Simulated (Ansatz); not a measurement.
# Ga (P2_1/m) in Ansatz: convergence with wavefunction cutoff

Aim: find how far wavefunction cutoff must go before the results for Ga settle, at PBEsol. This setting moves, with any that are tied to it; all else stays.

Everything below comes from runs of Ansatz 0.2.0. Logs are shortened: lines on timing, memory, paths and dates and some standing lists are left out, and cuts for length are marked.

**1. The crystal as given**

Symmetry: P2_1/m, No. 11, monoclinic system. Conventional cell: a = 2.778 Å, b = 3.282 Å, c = 4.210 Å, α = 90.00°, β = 108.61°, γ = 90.00°. Ga (site symmetry m) has 8 Ga at 2.71 to 2.84 Å as nearest neighbours.

This isn't the form of Ga at room conditions, which is orthorhombic.

**2. With wavefunction cutoff 200 eV**

File input.yaml:

```yaml
crystal:
  lattice:
    - [2.7784220849, 0.0, 0.0]
    - [0.0, 3.28160879, 0.0]
    - [-1.3434310986, 0.0, 3.9902731763]
  atoms:
    - { symbol: Ga, position: [0.13459627, 0.75, 0.77016683] }
    - { symbol: Ga, position: [0.86540373, 0.25, 0.22983317] }
hamiltonian:
  xc: pbesol
  pseudopotentials: { kind: paw_fr }
magnetization:
  noncollinear: true
  spin_orbit: true
kpoints:
  mp_grid: { grid: [8, 7, 6] }
scf:
  occupations: { method: fermi_dirac, width: 0.1 }
output:
  forces: true
  stress: true
  eigenvalues: true
basis:
  ecutwfc: "200 eV"
```

Potentials or basis: Ansatz PAW.

Launch:

```
ansatz run input.yaml --threads 2 --pin off --max-ram 5632MiB --backend cpu --events-out ev --progress --plain --runs-dir out
```

Run time: 4 s. Hardware: 2 threads of Arm Neoverse V2, shared host; peak memory 0.38 GiB.

What came out:

```
Free energy            : -7470.1958 eV
Pressure               : -1.0 GPa
Largest force          : 0.210 eV/Å
Band gap on the k mesh : none (metal or under the smearing width)
```

**3. With wavefunction cutoff 250 eV**

Edit input.yaml of step 2 so:

```diff
@@ -23,2 +23,2 @@
 basis:
-  ecutwfc: "200 eV"
+  ecutwfc: "250 eV"
```

Potentials or basis: Ansatz PAW.

Launch:

```
ansatz run input.yaml --threads 2 --pin off --max-ram 5632MiB --backend cpu --events-out ev --progress --plain --runs-dir out
```

Run time: 4.6 s. Hardware: 2 threads of Arm Neoverse V2, shared host; peak memory 0.41 GiB.

Results:

```
Free energy            : -7483.9980 eV
Pressure               : 1.9 GPa
Largest force          : 0.163 eV/Å
Band gap on the k mesh : none (metal or under the smearing width)
```

**4. With wavefunction cutoff 300 eV**

Edit input.yaml of step 3 so:

```diff
@@ -23,2 +23,2 @@
 basis:
-  ecutwfc: "250 eV"
+  ecutwfc: "300 eV"
```

Launch:

```
ansatz run input.yaml --threads 2 --pin off --max-ram 5632MiB --backend cpu --events-out ev --progress --plain --runs-dir out
```

Run time: 5 s. Hardware: 2 threads of Arm Neoverse V2, shared host; peak memory 0.43 GiB.

What came out:

* Free energy: -7486.2988 eV
* Pressure: -0.1 GPa
* Largest force: 0.097 eV/Å
* Band gap on the k mesh: none (metal or under the smearing width)

**5. With wavefunction cutoff 350 eV**

Edit input.yaml of step 4 so:

```diff
@@ -23,2 +23,2 @@
 basis:
-  ecutwfc: "300 eV"
+  ecutwfc: "350 eV"
```

Launch:

```
ansatz run input.yaml --threads 2 --pin off --max-ram 5632MiB --backend cpu --events-out ev --progress --plain --runs-dir out
```

Wall time 6.7 s (2 threads of Arm Neoverse V2, shared host); peak memory 0.46 GiB.

Results:

| Quantity | Value |
| --- | --- |
| Free energy | -7486.5157 eV |
| Pressure | -0.5 GPa |
| Largest force | 0.089 eV/Å |
| Band gap on the k mesh | none (metal or under the smearing width) |

**6. With wavefunction cutoff 400 eV**

Edit input.yaml of step 5 so:

```diff
@@ -23,2 +23,2 @@
 basis:
-  ecutwfc: "350 eV"
+  ecutwfc: "400 eV"
```

Potentials or basis: Ansatz PAW.

Launch:

```
ansatz run input.yaml --threads 2 --pin off --max-ram 5632MiB --backend cpu --events-out ev --progress --plain --runs-dir out
```

It took 7.3 s on 2 threads of Arm Neoverse V2, shared host; peak memory 0.49 GiB.

The run converged. Its results:

```
Free energy            : -7486.5251 eV
Pressure               : -0.6 GPa
Largest force          : 0.092 eV/Å
Band gap on the k mesh : none (metal or under the smearing width)
```

**7. With wavefunction cutoff 450 eV**

Edit input.yaml of step 6 so:

```diff
@@ -23,2 +23,2 @@
 basis:
-  ecutwfc: "400 eV"
+  ecutwfc: "450 eV"
```

Launch:

```
ansatz run input.yaml --threads 2 --pin off --max-ram 5632MiB --backend cpu --events-out ev --progress --plain --runs-dir out
```

Wall time 8.3 s (2 threads of Arm Neoverse V2, shared host); peak memory 0.51 GiB.

The run converged. Its results:

| Item | Value |
| --- | --- |
| Free energy | -7486.5268 eV |
| Pressure | -0.6 GPa |
| Largest force | 0.092 eV/Å |
| Band gap on the k mesh | none (metal or under the smearing width) |

**8. With wavefunction cutoff 500 eV**

Edit input.yaml of step 7 so:

```diff
@@ -23,2 +23,2 @@
 basis:
-  ecutwfc: "450 eV"
+  ecutwfc: "500 eV"
```

Launch:

```
ansatz run input.yaml --threads 2 --pin off --max-ram 5632MiB --backend cpu --events-out ev --progress --plain --runs-dir out
```

Run time: 9.9 s. Hardware: 2 threads of Arm Neoverse V2, shared host; peak memory 0.55 GiB.

The run converged. Its results:

```yaml
Free_energy: -7486.5279 eV
Pressure: -0.6 GPa
Largest_force: 0.092 eV/Å
Band_gap_on_the_k_mesh: none (metal or under the smearing width)
```

**9. With wavefunction cutoff 600 eV**

Edit input.yaml of step 8 so:

```diff
@@ -23,2 +23,2 @@
 basis:
-  ecutwfc: "500 eV"
+  ecutwfc: "600 eV"
```

Potentials or basis: Ansatz PAW.

Launch:

```
ansatz run input.yaml --threads 2 --pin off --max-ram 5632MiB --backend cpu --events-out ev --progress --plain --runs-dir out
```

It took 13 s on 2 threads of Arm Neoverse V2, shared host; peak memory 0.62 GiB.

The run converged. Its results:

```
Free energy            : -7486.5281 eV
Pressure               : -0.6 GPa
Largest force          : 0.092 eV/Å
Band gap on the k mesh : none (metal or under the smearing width)
```

**10. With wavefunction cutoff 800 eV**

Edit input.yaml of step 9 so:

```diff
@@ -23,2 +23,2 @@
 basis:
-  ecutwfc: "600 eV"
+  ecutwfc: "800 eV"
```

Potentials or basis: Ansatz PAW.

Launch:

```
ansatz run input.yaml --threads 2 --pin off --max-ram 5632MiB --backend cpu --events-out ev --progress --plain --runs-dir out
```

The program printed:

```text
Warning: RAYON_NUM_THREADS=2 ignored (pool sized by the plan → 2); use --threads N
Engine: ansatz 0.2.0, aarch64-unknown-linux-gnu
Pseudopotentials: kind: paw_fr
Pseudopotential: Ga, paw_fr, valence charge 13, recommended cutoff 420 eV (normal), Ga.paw.azcp#standard-fr
Functional definition: PBEsol
  exchange = pbesol_x
  correlation = pbesol_c
non-collinear run that drives no moment, with spin-orbit: no starting moment large enough to seed its density (crystal.atoms[].spin), no starting occupations that ask for one, no magnetisation constraint and no magnetic field, so the semilocal B_xc is pinned to zero
Crystal: 2 atoms, lattice volume = 36.382 Å³
Basis set: ecut = 800 eV, 1875 PW (Γ), exchange–correlation on 54×64×80 points (8 copies of the dense FFT grid, shifted against one another)
Bands: 34, of which v1, the nominal top of the filled ones, is band 26 counted from 1 (25 counted from 0)
Symmetry: 4 space group operations + 4 with time reversal
Magnetic group: BNS 11.51 (UNI 58), of the structure as read, at distance tolerance 3.3e-5 Å
k-points: 104 of 336
Projection manifold: j_resolved (fully-relativistic pseudo-atomic orbitals)
Non-local potential: Ga, projectors of the file, l = 0: 2, l = 1: 4, l = 2: 6, l = 3: 2
PAW form: soft (Blöchl's): semilocal exchange-correlation on the pseudo side does not see the compensation charge
PAW frozen core: Ga, regenerated for the run's functional, and the local potential with it (the file was generated under x = pbe(κ = 0.804, μ = 0.2195149727645171), c = pbe(β = 0.06672455060314922))
PAW one-centre angular grid: Ga, 590 points (default); XC on 64 Gauss nodes
Initial density: superposition of atomic densities (chi_scale 0.1, normalization cell)
Initial wavefunctions: pseudopotential atomic-orbital guess
Functional: x = pbesol(κ = 0.804, μ = 0.12345679012345678), c = pbesol(β = 0.046)
SCF iter   1: F=—  HF=-7486.597186 eV  |F-HF|=—  |Δ(HF+E_count)|=         —  Δρ=2.42e-2  dr2=1.92e-1  dr2_m=0.00e0 (ungated)  ethr=3.10e-3  |M|=0.00e0 ∫|m|=0.00e0 μB  |m|>n=0.0e0 m-floor=0.0e0 τ_xc=0.0e0  β_m=0.30  ⟨swp⟩=7.3  Hψ=9368  notcnv=0  defer=18
preconditioner: auto → Kerker (q_TF=auto, 2.580 Å⁻¹)  [metal: Δε(μ)=0.053 eV  Ē_g=16.676 eV  σ=0.100 eV  W_gap=0.13  n_scr=12 (ndim 8)  ℏωp=31.4 eV  f_vac=0.000  D(μ)=0.98/eV (n_scr^D=4)]
spin=Noncollinear: Kerker preconditioning applied to the charge; magnetization (m_x, m_y, m_z) channels mix plain (no charge-response kernel on spin).
SCF iter   2: F=—  HF=-7486.554621 eV  |F-HF|=—  |Δ(HF+E_count)|=   4.26e-2  Δρ=1.86e-2  dr2=1.04e-1  dr2_m=0.00e0 (ungated)  ethr=7.39e-4  |M|=0.00e0 ∫|m|=0.00e0 μB  |m|>n=0.0e0 m-floor=0.0e0 τ_xc=0.0e0  β_m=0.56  ⟨swp⟩=3.0  Hψ=3391  notcnv=0  defer=176
SCF iter   3: F=—  HF=-7486.529724 eV  |F-HF|=—  |Δ(HF+E_count)|=   2.49e-2  Δρ=6.51e-3  dr2=1.21e-2  dr2_m=0.00e0 (ungated)  ethr=4.00e-4  |M|=0.00e0 ∫|m|=0.00e0 μB  |m|>n=0.0e0 m-floor=0.0e0 τ_xc=0.0e0  β_m=0.62  ⟨swp⟩=3.4  Hψ=3370  notcnv=0  defer=176
SCF iter   4: F=—  HF=-7486.528234 eV  |F-HF|=—  |Δ(HF+E_count)|=   1.49e-3  Δρ=1.35e-3  dr2=2.94e-4  dr2_m=0.00e0 (ungated)  ethr=4.67e-5  |M|=0.00e0 ∫|m|=0.00e0 μB  |m|>n=0.0e0 m-floor=0.0e0 τ_xc=0.0e0  β_m=0.81  ⟨swp⟩=2.0  Hψ=3415  notcnv=0  defer=178
SCF iter   5: F=—  HF=-7486.528407 eV  |F-HF|=—  |Δ(HF+E_count)|=   1.73e-4  Δρ=1.94e-4  dr2=9.23e-6  dr2_m=0.00e0 (ungated)  ethr=1.13e-6  |M|=0.00e0 ∫|m|=0.00e0 μB  |m|>n=0.0e0 m-floor=0.0e0 τ_xc=0.0e0  β_m=0.89  ⟨swp⟩=2.0  Hψ=2965  notcnv=0  defer=178
SCF iter   6: F=—  HF=-7486.528404 eV  |F-HF|=—  |Δ(HF+E_count)|=   3.38e-6  Δρ=6.36e-5  dr2=8.09e-7  dr2_m=0.00e0 (ungated)  ethr=3.55e-8  |M|=0.00e0 ∫|m|=0.00e0 μB  |m|>n=0.0e0 m-floor=0.0e0 τ_xc=0.0e0  β_m=0.95  ⟨swp⟩=2.0  Hψ=3039  notcnv=0  defer=178
SCF iter   7: F=-7486.528404 eV  HF=-7486.528404 eV  |F-HF|=5.50e-8  |Δ(HF+E_count)|=   2.76e-7  Δρ=1.32e-5  dr2=7.54e-8  dr2_m=0.00e0 (ungated)  ethr=3.85e-10  |M|=0.00e0 ∫|m|=0.00e0 μB  |m|>n=0.0e0 m-floor=0.0e0 τ_xc=0.0e0  ⟨swp⟩=10.3  Hψ=10712  notcnv=0
SCF 1 converged in 7 iterations: F = -7486.528404 eV  dr2 = 7.54e-8
SCF converged after 7 iterations
Magnetization: |M| = 0.0000 μB,  M = (+0.0000, +0.0000, +0.0000) μB
Absolute magnetization: 0.0000 μB (∫|m|)
  site 0: m = (+0.0000, +0.0000, +0.0000) μB, |m| = 0.0000 μB  (R = 1.12 Å)
  site 1: m = (+0.0000, +0.0000, +0.0000) μB, |m| = 0.0000 μB  (R = 1.12 Å)
Free energy (F): -7486.528404 eV
Harris-Foulkes:  -7486.528404 eV  (|F-HF|=5.50e-8)
Internal energy: -7486.496873 eV  (E = F + TS)
E sigma→0 (E₀):  -7486.512638 eV
Entropy (-TS):   -0.031531 eV (-15.766 meV/atom)
Fermi energy:    10.120845 eV
--- Per-component energies (eV) ---
  E_band       = -64.923838
  E_kinetic    = 230.760614
  E_local      = -3566.489679  (includes V_loc(G=0)·N_el)
  E_nonlocal   = 847.777675
  E_hartree    = 1676.794917
  E_xc         = -138.152215
  E_vxc        = -117.307130  (∫ρ·V_xc dr)
  E_paw        = -3893.804354  (= ΣΔE_a)
  E_vpaw       = -813.250771  (= ΣTr[D̂ρ^β])
  E_aug_tail   = -0.000002  (compensation charges beyond the density's cutoff)
  E_ewald      = -2645.115619
  E_core_change = 1.731790  (= ΣΔE_core)
  E_smearing   = -0.031531  (= −TS)
  E_closure    = 0.000000  (closes the sum)
  Σ components = -7486.528404   (vs F -7486.528404, Δ=0.00e0)
--- Forces (eV/Å), atoms counted from 1 ---
  atom   1  Ga     0.00462151    -0.00000000    -0.09178493
  atom   2  Ga    -0.00462151     0.00000000     0.09178493
  max |Σ_I F_I| component: 8.67e-19 eV/Å
--- Stress (GPa, compression-positive) ---
       -2.303954       0.000000      -0.056817
        0.000000       0.014970       0.000000
       -0.056817       0.000000       0.624369
  P = ⅓ Tr σ = -0.5549 GPa (-5.549 kbar)
--- Band table (eV; the first three rows and the last of 104) ---
  k-point 0: bands = ["-5.2418", "-5.2418", "-5.2379", "-5.2379", "-5.2080", "-5.2080", "-5.1850", "-5.1850", "-4.7300", "-4.7300", "-4.7203", "-4.7203", "-4.6976", "-4.6976", "-4.6475", "-4.6475", "-4.5775", "-4.5775", "-4.4678", "-4.4678", "-1.3985", "-1.3985", "7.9200", "7.9200", "8.5521", "8.5521", "11.8138", "11.8138", "15.5956", "15.5956", "19.1681", "19.1681", "20.2692", "20.2692"]
  k-point 1: bands = ["-5.2505", "-5.2505", "-5.2216", "-5.2216", "-5.2031", "-5.2031", "-5.1682", "-5.1682", "-4.7353", "-4.7353", "-4.7223", "-4.7223", "-4.6889", "-4.6889", "-4.6488", "-4.6488", "-4.5824", "-4.5824", "-4.4878", "-4.4878", "-1.1376", "-1.1376", "5.3671", "5.3671", "11.4194", "11.4194", "12.1214", "12.1214", "15.9879", "15.9879", "18.2530", "18.2530", "18.8871", "18.8871"]
  k-point 2: bands = ["-5.2742", "-5.2742", "-5.1850", "-5.1850", "-5.1745", "-5.1745", "-5.1438", "-5.1438", "-4.7387", "-4.7387", "-4.7209", "-4.7209", "-4.6760", "-4.6760", "-4.6615", "-4.6615", "-4.6187", "-4.6187", "-4.5085", "-4.5085", "-0.3596", "-0.3596", "3.0025", "3.0025", "12.9929", "12.9929", "14.3263", "14.3263", "16.5870", "16.5870", "17.3771", "17.3771", "17.4787", "17.4787"]
  k-point 103: bands = ["-5.2229", "-5.2229", "-5.1920", "-5.1920", "-5.1826", "-5.1826", "-5.1642", "-5.1642", "-4.7473", "-4.7473", "-4.7231", "-4.7231", "-4.6619", "-4.6619", "-4.6373", "-4.6373", "-4.5101", "-4.5101", "-4.4934", "-4.4934", "6.3090", "6.3090", "7.3601", "7.3601", "8.2313", "8.2313", "9.1907", "9.1907", "11.4747", "11.4747", "12.0993", "12.0993", "14.4993", "14.4993"]
```

Run time: 21 s. Hardware: 2 threads of Arm Neoverse V2, shared host; peak memory 0.77 GiB.

Results:

- Free energy: -7486.5284 eV
- Pressure: -0.6 GPa
- Largest force: 0.092 eV/Å
- Band gap on the k mesh: none (metal or under the smearing width)

**11. Summary**

| wavefunction cutoff | energy less the tightest run, at zero smearing (meV/atom) | pressure (GPa) | largest force (eV/Å) | SCF cycles | CPU time (s) | peak memory (GiB) |
| --- | --- | --- | --- | --- | --- | --- |
| 200 eV | 8166.12 | -0.97 | 0.210 | 8 | 7.6 | 0.38 |
| 250 eV | 1265.26 | 1.92 | 0.163 | 8 | 8.9 | 0.41 |
| 300 eV | 114.82 | -0.12 | 0.097 | 7 | 9.8 | 0.43 |
| 350 eV | 6.37 | -0.53 | 0.089 | 7 | 13 | 0.46 |
| 400 eV | 1.65 | -0.55 | 0.092 | 7 | 14 | 0.49 |
| 450 eV | 0.79 | -0.56 | 0.092 | 7 | 16 | 0.51 |
| 500 eV | 0.28 | -0.56 | 0.092 | 7 | 19 | 0.55 |
| 600 eV | 0.14 | -0.56 | 0.092 | 7 | 25 | 0.62 |
| 800 eV | 0.00 | -0.55 | 0.092 | 7 | 42 | 0.77 |

Against the tightest run, the energy stays within 1 meV/atom from 450 eV on; the pressure stays within 0.1 GPa from 350 eV on; the largest force stays within 0.005 eV/Å from 350 eV on. The tightest run that finished is the yardstick and may itself not be fully converged.

Caveats: the PAW data sets come from PBE, with cores solved anew for the run's functional, which leaves a small shift of forces and pressure.
